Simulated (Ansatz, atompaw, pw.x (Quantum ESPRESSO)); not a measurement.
**Equation-of-state test of one PAW (atompaw) potential (Gd (Z = 64))**

| Property | Result |
| --- | --- |
| Element | Gd (Z = 64) |
| Generator | atompaw 4.2.0.5 |
| Type | PAW |
| Functional | PBE |
| Relativity | scalar-relativistic |
| Frozen core | [Kr] 4d10 |
| Valence charge | 18 |
| Reference configuration | 4f7 5s2 5p6 5d1 6s2 6p0 |
| Partial waves | 5s (bound); 6s (bound); 5p (bound); 6p (bound, empty); 5d (bound); 5d channel at 4.15 Ry; 4f (bound); 4f channel at 0.1 Ry |
| Local potential | ultrasoft scheme with l = 4 at 1 Ry, radius 2.35 bohr |
| Core correction | smooth core density matched at 2.40 bohr |
| Augmentation charge | besselshape compensation charge, radius 2.60 bohr; PAW radius 3.00 bohr; waves and projectors: bloechl |

Atomic tests: cutoffs needed: 30 Ry and 40 Ry (the cutoffs (Ry, on a coarse ladder) from which the occupation-weighted sum of valence levels, in a spherical-Bessel basis at the reference potential, stays within 10 and 1 mRy of its value at 400 Ry); ghost test: no extra level below or beside the all-electron valence levels (s, p, d, f tested) (spherical-Bessel basis up to 400 Ry, 20 bohr box); lowest eigenvalue of the overlap operator: 0.46 (s channel).

Crystal test: fcc Gd in pw.x 7.5, no spin, 11³ k-points, Fermi–Dirac smearing 0.01 Ry, cutoffs 50/500 Ry. The reference is all-electron LAPW (Ansatz 0.2.0) with the same functional, mesh and smearing; V0 and B0 come from Birch–Murnaghan fits to the pressures at five volumes. Errors are pseudo minus all-electron; Δ is the rms difference of the E(V) curves that follow from these fits, minima aligned, over ±6 % about the mean V0. Mesh and smearing are coarse, so the numbers serve the comparison and aren't converged zero-temperature values; the lattice is a test structure that the element need not adopt. Spin polarisation and strong correlation are left out, which matters for this element.

| V (Å³/atom) | P all-electron (GPa) | P pseudo (GPa) |
| --- | --- | --- |
| 30.466 | 0.84 | -0.28 |
| 31.268 | 0.42 | -0.72 |
| 32.070 | 0.03 | -1.09 |
| 32.872 | -0.33 | -1.43 |
| 33.673 | -0.66 | -1.84 |

All-electron: a0 = 5.046 Å (V0 = 32.12 Å³/atom), B0 = 15.0 GPa.

Pseudopotential: mean pressure error (GPa): -1.13. The pressure does not cross zero within the volumes sampled, so no fit is given. This is a poor potential for the solid.

The run at the middle volume (56 k-points, 23 iterations) took about 53 s on one core of a shared host (Intel(R) Xeon(R) 6975P-C, 192 threads, 378 GiB, load 53).
